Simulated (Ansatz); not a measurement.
Input of an Ansatz 0.2.0 run:

The input input.yaml:

```yaml
crystal:
  lattice:
    - [0.0, 3.15085, 3.15085]
    - [3.15085, 0.0, 3.15085]
    - [3.15085, 3.15085, 0.0]
  atoms:
    - { symbol: Te, position: [0.5, 0.5, 0.5] }
    - { symbol: Sn, position: [0.0, 0.0, 0.0] }
kpoints:
  mp_grid: { grid: [7, 7, 7] }
  band_path:
    path:
      - [0.0, 0.0, 0.0]
      - [0.5, 0.0, 0.5]
      - [0.5, 0.25, 0.75]
      - [0.375, 0.375, 0.75]
      - [0.0, 0.0, 0.0]
      - [0.5, 0.5, 0.5]
      - [0.625, 0.25, 0.625]
      - [0.5, 0.25, 0.75]
    npoints: 12
scf:
  occupations: { method: fermi_dirac, width: 0.05 }
hamiltonian:
  xc: pbesol
  pseudopotentials:
    kind: all_electron
    lapw: { basis_error: 0.001 }
    dirac_shells: { Sn: ["3p", "3d"], Te: ["3p", "3d"] }
output:
  forces: true
  stress: true
  eigenvalues: true
```

Potentials or basis: all-electron LAPW, inner shells corrected to Dirac's equation.

Run with:

```sh
$ ansatz run input.yaml --threads 1 --pin off --max-ram 3072MiB --backend cpu --events-out ev --progress --plain --runs-dir out
```

Problem. Estimate the pressure.

Solution. -0.4 GPa.

Problem. Estimate the band gap along the path.

Solution. 0.09 eV, indirect (least direct gap 0.14 eV).

Levels at the corners of the path, in eV from the Fermi level:
```csv
point,band 20,band 21,band 22,band 23,band 24,band 25,band 26,band 27
Γ,-4.76,-2.17,-2.17,-2.17,3.29,3.29,3.29,4.70
X,-6.53,-5.64,-3.79,-3.79,2.07,4.87,4.87,6.32
W,-7.42,-4.88,-4.88,-0.86,0.79,4.54,4.54,6.00
K,-7.48,-5.24,-3.29,-2.77,2.98,3.01,4.11,5.50
Γ,-4.76,-2.17,-2.17,-2.17,3.29,3.29,3.29,4.70
L,-8.39,-1.84,-1.84,-0.09,0.05,0.31,0.31,7.64
U,-7.48,-5.24,-3.29,-2.77,2.98,3.01,4.11,5.50
W,-7.42,-4.88,-4.88,-0.86,0.79,4.54,4.54,6.00
```

Caveat: this odd mesh misses L, where the gap lies, so gap, dielectric constants and Born charges aren't listed; spin-orbit coupling is left out, which moves the levels of the heavy elements.

**Experimental background.**

A printed reference work, textbook reports, for a bulk crystal of SnTe at 300 K: band gap 0.18 eV (direct).

Measured gap of SnTe: 0.18 eV (direct; 300 K; a printed reference work, textbook). This calculation gives 0.09 eV (-0.09 eV). Spin-orbit coupling on Sn, Te is left out. The value is that of PBEsol, without temperature or zero-point motion. Semilocal functionals fall short of measured gaps as a rule.
